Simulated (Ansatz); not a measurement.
A trial structure of Sb was built thus: random cell by space group and Wyckoff sites (P6_3/mmc, No. 194). Its size is a rough estimate.

```yaml
crystal:
  lattice:
    - [5.17601, 0.00000, 0.00000]
    - [-2.58801, 4.48256, 0.00000]
    - [0.00000, 0.00000, 8.86740]
  atoms:
    - { symbol: Sb, position: [0.33333, 0.66667, 0.11428] }
    - { symbol: Sb, position: [0.66667, 0.33333, 0.61428] }
    - { symbol: Sb, position: [0.66667, 0.33333, 0.88572] }
    - { symbol: Sb, position: [0.33333, 0.66667, 0.38572] }
    - { symbol: Sb, position: [0.33333, 0.66667, 0.75000] }
    - { symbol: Sb, position: [0.66667, 0.33333, 0.25000] }
```

Method: DFT PBE, scalar-relativistic, plane waves, PAW in Ansatz 0.2.0. Cutoff 420 eV, Gaussian smearing, Γ-centred meshes. Cell and atoms relax first on a coarse mesh and then on a finer one. In between, the cell is made exact in the group found at 0.06 Å. In metals the finer mesh still leaves noise of several meV/atom or more. The steps can't lower the symmetry of their start. No spin polarisation.

A guess keeps its type if space group and coordination stay and the shape of the cell changes little (axis ratios within about 15 %, angles within 6°); the volume may change.

Question: Does this structure survive the relaxation?

Answer: It doesn't keep its type. The symmetry stays P6_3/mmc (No. 194). The volume per atom shrinks by 11.8 %, from 34.3 to 30.2 Å³. The shortest distance goes from 2.41 Å (Sb–Sb) to 3.14 Å (Sb–Sb). The ratio c/a of the conventional cell changes by a factor of 0.57. Counting neighbours within 15 % of an atom's shortest distance, the start has Sb 1/8 and the end Sb 6. In detail, at the end Sb is surrounded by 6 Sb at 3.14 Å.

```cif
data_structure
_symmetry_space_group_name_H-M 'P6_3/mmc'
_symmetry_Int_Tables_number 194
_cell_length_a 4.1507
_cell_length_b 4.1507
_cell_length_c 4.0543
_cell_angle_alpha 90.000
_cell_angle_beta 90.000
_cell_angle_gamma 120.000
_cell_volume 60.49
loop_
_atom_site_label
_atom_site_type_symbol
_atom_site_symmetry_multiplicity
_atom_site_Wyckoff_symbol
_atom_site_fract_x
_atom_site_fract_y
_atom_site_fract_z
_atom_site_occupancy
Sb1 Sb 2 c 0.33333 0.66667 0.25000 1
```

Energies count from the standard state of Sb at the same level.

Question: At what energy does it end?

Answer: +0.16 eV/atom. So it is a metastable form at best.

The last run used an 18×18×14 mesh (in the run's order of axes) for its 2-atom cell and Gaussian smearing of 0.10 eV. Spin–orbit coupling, which can matter for Sb, is left out. Symmetry constrained the relaxation, so the result can be a saddle point.

In counts of neighbours, a slash parts the counts of unlike sites.
